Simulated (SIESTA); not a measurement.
BaTiO3:

```
Ba Ti O
1.0
     4.00600    0.00000    0.00000
     0.00000    4.00600    0.00000
     0.00000    0.00000    4.00600
Ba Ti O
1 1 3
Cartesian
  2.0030 2.0030 2.0030
  0.0000 0.0000 0.0000
  0.0000 0.0000 2.0030
  0.0000 2.0030 0.0000
  2.0030 0.0000 0.0000
```

Program: SIESTA 5.4.2. Alike in all runs: task band structure; no spin polarisation; cell as given; k mesh 7 × 7 × 7; smearing fermi-dirac 0.05 eV; grid cutoff 800 Ry; energy shift 0.003 Ry.

**Question.** Order these runs on this cell by their pressure, lowest first.
A. level vdW-DF-cx; potentials or basis PseudoDojo 0.4 standard (PBE files), DZP (energy shift 0.003 Ry; two zetas on semicore shells; d shell added on Ba)
B. level BLYP; potentials or basis PseudoDojo 0.4 standard (PBE files), DZP (energy shift 0.003 Ry; two zetas on semicore shells; d shell added on Ba)
C. level LDA; potentials or basis PseudoDojo 0.4 standard (LDA files), DZP (energy shift 0.003 Ry; two zetas on semicore shells; d shell added on Ba)

**Answer.** C (-7.1 GPa), A (-1.1 GPa), B (9.9 GPa).

Caveats: this set's barium file shifts pressures by up to 1 GPa against other sets; the basis of atomic orbitals isn't converged, which shifts pressures, moduli and gaps; the potentials were made for another functional, which shifts forces and pressure (some runs).

Runs at the PBE level aren't shown here.
